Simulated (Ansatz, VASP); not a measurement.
**Mg: VASP beside Ansatz**

File INCAR:

```
SYSTEM = Mg
  ALGO = Normal
  EDIFF = 1E-6
  ENCUT = 520
  GGA = PE
  ISIF = 2
  ISMEAR = -1
  LASPH = .True.
  LCHARG = .False.
  LREAL = .False.
  LWAVE = .False.
  NBANDS = 7
  NELM = 80
  PREC = Accurate
  SIGMA = 0.03
```

File KPOINTS:

```
k-points
0
Gamma
  19 19 19
  0 0 0
```

Contents of POSCAR:

```
Mg
1.0
   -1.4959298597      1.4959298597      1.4959298597
    1.4959298597     -1.4959298597      1.4959298597
    1.4959298597      1.4959298597     -1.4959298597
Mg
1
Direct
    0.0000000000      0.0000000000      0.0000000000
```

Input for Ansatz:

```yaml
crystal:
  lattice:
    - [-1.4959298597, 1.4959298597, 1.4959298597]
    - [1.4959298597, -1.4959298597, 1.4959298597]
    - [1.4959298597, 1.4959298597, -1.4959298597]
  atoms:
    - { symbol: Mg, position: [0.0, 0.0, 0.0] }
kpoints:
  mp_grid: { grid: [19, 19, 19] }
scf:
  occupations: { method: fermi_dirac, width: 0.03 }
hamiltonian:
  xc: pbe
  pseudopotentials: { kind: all_electron, lapw: { basis_error: 0.0005 } }
output:
  forces: true
  stress: true
  eigenvalues: true
```

Change from the starting cell: volume scaled by 1.04.

Alike in both runs: task single point; functional PBE; k mesh 19 × 19 × 19; occupations fermi-dirac, width 0.03 eV; no spin polarisation.

|  | VASP | Ansatz |
| --- | --- | --- |
| version | VASP 6.6.1 | Ansatz 0.2.0 |
| potentials or method | VASP PAW PBE potentials, release 64 (Mg) | all-electron LAPW, scalar-relativistic |
| plane-wave cutoff (eV) | 520 | see its input |

```tsv
	VASP	Ansatz	Ansatz less VASP
pressure (GPa)	54.8	54.1	-0.71
```

Ansatz ran all-electron here, so the differences hold the error of VASP's frozen core and of both bases.

Caveats: so large a pressure means that the cell lies far from this level's equilibrium, or that cutoff or potentials fall short (VASP).
